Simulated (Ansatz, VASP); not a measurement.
# Two plane-wave programs on KBr

File INCAR:

```
SYSTEM = KBr
PREC     = Accurate       ! precision mode
ENCUT    = 520            ! plane-wave cutoff, eV
EDIFF    = 1E-6           ! SCF threshold, eV
ISMEAR   = 0              ! smearing method
SIGMA    = 0.05           ! smearing width, eV
LREAL    = .False.        ! projectors in reciprocal space
LASPH    = .True.         ! aspherical terms in the spheres
NELM     = 60             ! most SCF steps
ALGO     = Normal         ! electronic algorithm
ISIF     = 2              ! what is computed and relaxed
LWAVE    = .False.        ! write WAVECAR
LCHARG   = .False.        ! write CHGCAR
GGA      = PE             ! functional
NBANDS   = 15             ! bands
```

The input KPOINTS:

```
Automatic mesh
0
Gamma
  6 6 6
  0 0 0
```

POSCAR

```
KBr
1.0
    0.0000000000      3.1937250000      3.2431125000
    3.1937250000      0.0000000000      3.2431125000
    3.1937250000      3.1937250000      0.0000000000
K Br
1 1
Direct
    0.0000000000      0.0000000000      0.0000000000
    0.5000000000      0.5000000000      0.5000000000
```

Input for Ansatz:

```yaml
crystal:
  lattice:
    - [0.0, 3.193725, 3.2431125]
    - [3.193725, 0.0, 3.2431125]
    - [3.193725, 3.193725, 0.0]
  atoms:
    - { symbol: K, position: [0.0, 0.0, 0.0] }
    - { symbol: Br, position: [0.5, 0.5, 0.5] }
basis:
  ecutwfc: 420
kpoints:
  mp_grid: { grid: [6, 6, 6] }
hamiltonian:
  xc: pbe
scf:
  occupations: { method: gaussian, width: 0.05 }
output:
  forces: true
  stress: true
  eigenvalues: true
```

Change from the starting cell: strain -0.030 along x and y, -0.015 along z, atoms carried along.

Alike in both runs: task single point; functional PBE; k mesh 6 × 6 × 6; occupations gaussian, width 0.05 eV; no spin polarisation.

```csv
,VASP,Ansatz
version,VASP 6.6.1,Ansatz 0.2.0
potentials or method,"VASP PAW PBE potentials, release 64 (K_sv, Br)","scalar-relativistic, plane waves, PAW"
plane-wave cutoff (eV),520,420
valence electrons in the cell,16,16
```

Ansatz gave:

| Item | Value |
| --- | --- |
| gap on the k mesh at the Fermi level (eV) | 4.66 |
| least direct gap on the mesh (eV) | 4.66 |
| pressure (GPa) | 2.4 |
| largest component of the traceless stress (GPa) | 0.49 |

**Question.** What did VASP give for the same quantities?

**Answer.** gap on the k mesh at the Fermi level (eV): 4.66; least direct gap on the mesh (eV): 4.66; pressure (GPa): 2.5; largest component of the traceless stress (GPa): 0.50.

With one functional, cell and mesh, what is left measures potentials, basis and numerics.
